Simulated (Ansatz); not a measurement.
## Straining Al

Theory: Ansatz 0.2.0, DFT PBE+D3(BJ), scalar-relativistic, plane waves, PAW. Settings: 420 eV cutoff, 24×24×12 k-mesh, Gaussian smearing of 0.10 eV, no spin polarisation.

The relaxed crystal:

```yaml
crystal:
  lattice:
    - [2.80382, 0.00000, 0.00000]
    - [-1.40191, 2.42818, 0.00000]
    - [0.00000, 0.00000, 4.67640]
  atoms:
    - { symbol: Al, position: [0.66667, 0.33333, 0.75000] }
    - { symbol: Al, position: [0.33333, 0.66667, 0.25000] }
```

Deformation: biaxial strain in the a-b plane, with the length and tilt of c and the atoms relaxed, all within the symmetry that the strain leaves. Energies are extrapolated to zero smearing. Stress is positive in compression, on the Cartesian axes of the cell above. On this cell's mesh the reference holds a stress of up to 0.57 GPa.

```
strain (%)  ΔE (meV/atom) a (Å) b (Å) c (Å)  σxx (GPa)  σyy (GPa)  σzz (GPa)
      -3.0           20.6  2.720  2.720  4.779       6.28       6.28       0.01
      -2.0           10.3  2.748  2.748  4.730       4.31       4.31       0.00
      -1.0            2.9  2.776  2.776  4.679       2.69       2.69       0.00
      +0.0            0.0  2.804  2.804  4.676       0.32       0.32      -0.57
      +1.0            1.0  2.832  2.832  4.637      -1.39      -1.39       0.00
      +2.0            5.4  2.860  2.860  4.597      -2.66      -2.66      -0.01
      +3.0           11.6  2.888  2.888  4.540      -3.22      -3.22      -0.01
```

This form isn't the element's structure at ambient conditions.